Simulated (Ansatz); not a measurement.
All numbers below come from DFT PBE+D3(BJ), scalar-relativistic, plane waves, PAW in Ansatz 0.2.0. Settings: cutoff 420 eV, Γ-centred meshes spaced at most about 0.3 Å⁻¹ (2π included), Gaussian smearing. No spin polarisation.

Temperature and zero-point effects are left out.

Question: Order these relaxed structures of NaCl by energy, lowest first, with the energy over the lowest of them.
A.

```
CELL_PARAMETERS angstrom
4.48375 0.00000 0.00000
-2.24187 3.88304 0.00000
0.00000 0.00000 7.83747
ATOMIC_POSITIONS crystal
Na 0.66667 0.33333 0.75000
Na 0.33333 0.66667 0.25000
Cl 0.00000 0.00000 0.75000
Cl 0.00000 0.00000 0.25000
```

B.

```
CELL_PARAMETERS angstrom
0.00000 2.79067 2.79067
2.79067 0.00000 2.79067
2.79067 2.79067 0.00000
ATOMIC_POSITIONS crystal
Na 0.00000 0.00000 0.00000
Cl 0.50000 0.50000 0.50000
```

C.

```
CELL_PARAMETERS angstrom
4.57956 0.00000 0.00000
0.00000 5.57722 0.00000
-2.09341 0.00000 4.14229
ATOMIC_POSITIONS crystal
Na 0.33030 0.75000 0.17273
Na 0.66970 0.25000 0.82727
Cl 0.67134 0.75000 0.82411
Cl 0.32866 0.25000 0.17589
```

D.

```
CELL_PARAMETERS angstrom
3.43099 0.00000 0.00000
0.00000 3.43099 0.00000
0.00000 0.00000 3.43099
ATOMIC_POSITIONS crystal
Na 0.00000 0.00000 0.00000
Cl 0.50000 0.50000 0.50000
```

Answer: B (0 meV/atom), C (76 meV/atom), D (139 meV/atom), A (286 meV/atom). Forms: B rock salt type, Fm-3m; C P2_1/m; D caesium chloride type, Pm-3m; A P6_3/mmc. Counting Cl atoms around Na (those within 1.25 times the shortest such distance or 1.15 times the sum of covalent radii): B has Na 6; C has Na 5; D has Na 8; A has Na 3. Origin: A, invented; B, reached from a Materials Project cell; C, invented, then shaken at random and relaxed again; D, reached from a cell as deposited in COD. Shaken at random and relaxed again, A falls into C, 210 meV/atom lower, so it is a saddle point or a shallow minimum.

Cells without such a test can be saddle points. Some candidate types were left out of the draw beforehand, so a known form may be missing.
